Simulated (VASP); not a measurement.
# BAs (F-43m) in VASP: further runs, part 3 of 3

VASP 6.6.1.

**5. Band structure, r2SCAN**

This run uses another cell than the first one, of 13.63 Å³/atom, 0.976 times its volume.

INCAR

```
SYSTEM = BAs
ALGO     = Normal         ! electronic algorithm
EDIFF    = 1E-6           ! SCF threshold, eV
ENCUT    = 520            ! plane-wave cutoff, eV
ISIF     = 2              ! what is computed and relaxed
ISMEAR   = 0              ! smearing method
LASPH    = .True.         ! aspherical terms in the spheres
LCHARG   = .False.        ! write CHGCAR
LMIXTAU  = .True.       
LREAL    = .False.        ! projectors in reciprocal space
LWAVE    = .False.        ! write WAVECAR
METAGGA  = R2SCAN         ! meta-GGA
NELM     = 80             ! most SCF steps
PREC     = Accurate       ! precision mode
SIGMA    = 0.03           ! smearing width, eV
```

KPOINTS

```
k-points
0
Gamma
  10 10 10
  0 0 0
```

POSCAR

```
BAs                                     
1.0
    0.0000000000      2.3885000000      2.3885000000
    2.3885000000      0.0000000000      2.3885000000
    2.3885000000      2.3885000000      0.0000000000
  B               As            
     1     1
Direct
     0.0000000000000000    0.0000000000000000    0.0000000000000000
     0.2500000000000000    0.2500000000000000    0.2500000000000000
```

KPOINTS_OPT is that of step 4.

Potentials or basis: VASP PAW PBE potentials, release 64 (B, As).

Launch:

```
$ cat potpaw_PBE.64/B/POTCAR potpaw_PBE.64/As/POTCAR > POTCAR
$ mpirun -np 1 vasp_std > vasp.out
```

OUTCAR:

```text
SYSTEM = BAs
   EDIFF = 1E-6
   ENCUT = 520
   ISIF = 2
   ISMEAR = 0
   LASPH = .True.
   LREAL = .False.
   METAGGA = R2SCAN
   NELM = 80
   PREC = Accurate

 ion  position               nearest neighbor table
   1  0.000  0.000  0.000-   2 2.07   2 2.07   2 2.07   2 2.07
   2  0.250  0.250  0.250-   1 2.07   1 2.07   1 2.07   1 2.07

  LATTYP: Found a face centered cubic cell.
 ALAT       =     4.7770000000

  Lattice vectors:

 A1 = (   0.0000000000,   2.3885000000,   2.3885000000)
 A2 = (   2.3885000000,   0.0000000000,   2.3885000000)
 A3 = (   2.3885000000,   2.3885000000,   0.0000000000)

Analysis of symmetry for initial positions (statically):
=====================================================================
 Subroutine PRICEL returns:
 Original cell was already a primitive cell.

 Routine SETGRP: Setting up the symmetry group for a
 face centered cubic supercell.

 Subroutine GETGRP returns: Found 24 space group operations
 (whereof 24 operations were pure point group operations)
 out of a pool of 48 trial point group operations.

The static configuration has the point symmetry T_d .

Analysis of symmetry for dynamics (positions and initial velocities):
[... 164 lines left out ...]
 cond. band min:       7.3942870281   @ k =   0.4000   0.4000   0.0000
 fundamental gap:      1.3667636900
 Fermi energy:         6.2123565785

 k-point     1 :       0.0000    0.0000    0.0000
  band No.  band energies     occupation
      1     -10.1333      2.00000
      2       6.0275      2.00000
      3       6.0275      2.00000
      4       6.0275      2.00000
      5       9.4745      0.00000
      6       9.4745      0.00000
      7       9.4745      0.00000
      8      11.1850      0.00000
[... 243 lines left out ...]
 k-point    24 :       0.4000    0.3000    0.0000
  band No.  band energies     occupation
      1      -7.3453      2.00000
      2      -0.8022      2.00000
      3       1.8419      2.00000
      4       2.3415      2.00000
      5       7.9310      0.00000
      6       9.7343      0.00000
      7      15.4457      0.00000
      8      15.6753      0.00000

 [... further k-points ...]
[... 5 lines left out ...]
  --------------------------------------------------------------------------------------
  -------------------------------------------------------------------------------------
  Total        0.1265458      0.1265458      0.1265458      0.0000000      0.0000000     -0.0000000
  in kB        7.4396489      7.4396489      7.4396489      0.0000000      0.0000000     -0.0000000
  external PRESSURE =       7.4396489 kB  Pullay stress =       0.0000000 kB

 VOLUME and BASIS-vectors are now :
 -----------------------------------------------------------------------------
  energy-cutoff  :      520.00
  volume of cell :       27.25
      direct lattice vectors                 reciprocal lattice vectors
     0.000000000  2.388500000  2.388500000    -0.209336404  0.209336404  0.209336404
     2.388500000  0.000000000  2.388500000     0.209336404 -0.209336404  0.209336404
     2.388500000  2.388500000  0.000000000     0.209336404  0.209336404 -0.209336404

 POSITION                                       TOTAL-FORCE (eV/Angst)
 -----------------------------------------------------------------------------------
      0.00000      0.00000      0.00000         0.000000      0.000000      0.000000
      1.19425      1.19425      1.19425        -0.000000     -0.000000     -0.000000
 -----------------------------------------------------------------------------------
    total drift:                               -0.000000     -0.000000     -0.000000

  FREE ENERGIE OF THE ION-ELECTRON SYSTEM (eV)
  ---------------------------------------------------
  free  energy   TOTEN  =       -22.2555063463 eV

  energy  without entropy=      -22.2555063463  energy(sigma->0) =      -22.25550635
```

Wall time 2.1 min (1 thread of Intel Xeon Platinum 8375C at 2.90GHz (Ice Lake), shared host); peak memory 0.17 GiB.

What came out:

- Free energy: -22.2555 eV
- Pressure: 0.7 GPa
- Band gap on the k mesh: 1.37 eV, indirect (least direct gap 3.45 eV)
- Band gap along the path: 1.37 eV, indirect (least direct gap 3.45 eV)

Levels at the corners of the path, in eV from the valence-band top:
| point | band 2 | band 3 | band 4 | band 5 | band 6 | band 7 |
| --- | --- | --- | --- | --- | --- | --- |
| Γ | 0.00 | 0.00 | 0.00 | 3.45 | 3.45 | 3.45 |
| X | -9.06 | -4.31 | -4.31 | 1.61 | 1.69 | 12.16 |
| X | -9.06 | -4.31 | -4.31 | 1.61 | 1.69 | 12.16 |
| W | -8.60 | -5.74 | -5.44 | 5.68 | 6.47 | 7.18 |
| W | -8.60 | -5.74 | -5.44 | 5.68 | 6.47 | 7.18 |
| K | -8.67 | -6.22 | -3.69 | 2.28 | 5.97 | 9.80 |
| K | -8.67 | -6.22 | -3.69 | 2.28 | 5.97 | 9.80 |
| Γ | 0.00 | 0.00 | 0.00 | 3.45 | 3.45 | 3.45 |
| Γ | 0.00 | 0.00 | 0.00 | 3.45 | 3.45 | 3.45 |
| L | -9.24 | -1.94 | -1.94 | 2.98 | 5.06 | 5.06 |
| L | -9.24 | -1.94 | -1.94 | 2.98 | 5.06 | 5.06 |
| U | -8.67 | -6.22 | -3.69 | 2.28 | 5.97 | 9.80 |
| U | -8.67 | -6.22 | -3.69 | 2.28 | 5.97 | 9.80 |
| W | -8.60 | -5.74 | -5.44 | 5.68 | 6.47 | 7.18 |
| W | -8.60 | -5.74 | -5.44 | 5.68 | 6.47 | 7.18 |
| L | -9.24 | -1.94 | -1.94 | 2.98 | 5.06 | 5.06 |
| L | -9.24 | -1.94 | -1.94 | 2.98 | 5.06 | 5.06 |
| K | -8.67 | -6.22 | -3.69 | 2.28 | 5.97 | 9.80 |
| U | -8.67 | -6.22 | -3.69 | 2.28 | 5.97 | 9.80 |
| X | -9.06 | -4.31 | -4.31 | 1.61 | 1.69 | 12.16 |

Caveat: the PAW data sets were made with another functional, which shifts forces and pressure a little. r2SCAN opens gaps a little over a GGA but as a rule still falls short of measured ones.

**6. Band structure, PBE, spin-orbit coupling, no magnetisation**

This run uses another cell than the first one, of 13.63 Å³/atom, 0.976 times its volume.

INCAR

```
SYSTEM = BAs
ALGO     = Fast           ! electronic algorithm
EDIFF    = 1E-6           ! SCF threshold, eV
ENCUT    = 520            ! plane-wave cutoff, eV
GGA      = PE             ! functional
GGA_COMPAT= .False.      
ISIF     = 2              ! what is computed and relaxed
ISMEAR   = 0              ! smearing method
LASPH    = .True.         ! aspherical terms in the spheres
LCHARG   = .False.        ! write CHGCAR
LORBIT   = 11             ! projections on sites
LREAL    = .False.        ! projectors in reciprocal space
LSORBIT  = .True.         ! spin-orbit coupling
LWAVE    = .False.        ! write WAVECAR
MAGMOM   = 0 0 0 0 0 0    ! initial moments
NELM     = 80             ! most SCF steps
PREC     = Accurate       ! precision mode
SIGMA    = 0.03           ! smearing width, eV
```

KPOINTS

```
k-points
0
Gamma
  8 8 8
  0 0 0
```

POSCAR is that of step 5.

KPOINTS_OPT is that of step 5.

Potentials or basis: VASP PAW PBE potentials, release 64 (B, As).

Launch:

```
$ cat potpaw_PBE.64/B/POTCAR potpaw_PBE.64/As/POTCAR > POTCAR
$ mpirun -np 1 vasp_ncl > vasp.out
```

Wall time 2.7 min (1 thread of Intel Xeon Platinum 8375C at 2.90GHz (Ice Lake), shared host); peak memory 0.27 GiB.

The run converged. Its results:

* Free energy: -11.4148 eV
* Pressure: 3.4 GPa
* Valence electrons inside the program's atomic spheres: B 1.84; As 2.92

**7. Summary**

```tsv
task	level	potentials or basis	spin	cell	k mesh	cutoff (eV)	monkhorst-Pack mesh	further INCAR settings	gap on the mesh (eV)	pressure (GPa)
dielectric tensor	PBE	VASP PAW PBE potentials, release 64 (B, As)	off	F-43m, 13.97 Å³/atom	16 × 16 × 16	600	yes	ALGO = Normal; EDIFF = 1e-08	-	-
band structure	PBE	VASP PAW PBE potentials, release 64 (B, As)	off	F-43m, 13.63 Å³/atom	10 × 10 × 10	520	-	ALGO = Fast; EDIFF = 1e-06	1.18	3.4
band structure	LDA	VASP PAW LDA potentials, release 64 (B, As)	off	F-43m, 13.63 Å³/atom	10 × 10 × 10	520	-	ALGO = Fast; EDIFF = 1e-06	1.12	-3.1
band structure	r2SCAN	VASP PAW PBE potentials, release 64 (B, As)	off	F-43m, 13.63 Å³/atom	10 × 10 × 10	520	-	ALGO = Normal; EDIFF = 1e-06	1.37	0.7
band structure	PBE	VASP PAW PBE potentials, release 64 (B, As)	SOC, no magnetisation	F-43m, 13.63 Å³/atom	8 × 8 × 8	520	-	ALGO = Fast; EDIFF = 1e-06	-	3.4
```

Alike in all rows: smearing gaussian 0.03 eV.

Caveats: the PAW data sets were made with another functional, which shifts forces and pressure a little (some runs).

Absolute energies hang on the potentials; compare differences alone.
